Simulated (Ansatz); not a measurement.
**AlCo under pressure: fit and missing row**

AlCo, Pm-3m, a = 2.823 Å. The structure is a Materials Project entry; whether it is the stable form wasn't checked. Ansatz: PBEsol, PAW, 420 eV, Γ-centred 14×14×14 mesh on 2 atoms, Gaussian smearing 0.10 eV; no spin polarisation. Cell and atoms are relaxed at each pressure, and no other structure is tried, so the rows at high pressure may lie past a change of phase.

```tsv
V (Å³/atom)	P (GPa)
?	40.01
10.318	20.00
10.728	10.07
10.969	5.07
11.130	2.03
11.244	0.01
11.364	-2.00
```

Question: Take V0 = 11.244 Å³/atom, count pressures from its P0 = 0.01 GPa, fit the third-order Birch–Murnaghan form to the other rows, and predict the missing volume.

Answer: With the Eulerian strain f = ½[(V0/V)^(2/3) − 1] and y = (P − P0)/[3f(1 + 2f)^(5/2)], the form is the line y = B0 + 1.5 B0 (B0′ − 4) f. Rows (f, y): 0.02948, 195.9; 0.01591, 194.9; 0.00832, 194.5; 0.00341, 194.1; -0.00353, 193.2. Means f = 0.01072, y = 194.52; Σ(Δf)² = 0.0006411, ΣΔfΔy = 0.04979; the slope is their ratio. y = 193.7 + 77.66 f GPa, so B0 = 193.7 GPa and B0′ = 4 + 2 × (77.66)/(3 × 193.7) = 4.27. P = 40.01 GPa is met at f = 0.05252 (y = 197.78), so V = V0 (1 + 2f)^(−3/2) = 9.680 Å³/atom. The run gave 9.675 Å³/atom, so the fit is 0.005 Å³/atom too high, a small miss on the scale of the series. The form still works here, 91 % of the fitted range beyond its end.

The mesh isn't the same in all rows (14×14×14, 16×16×16).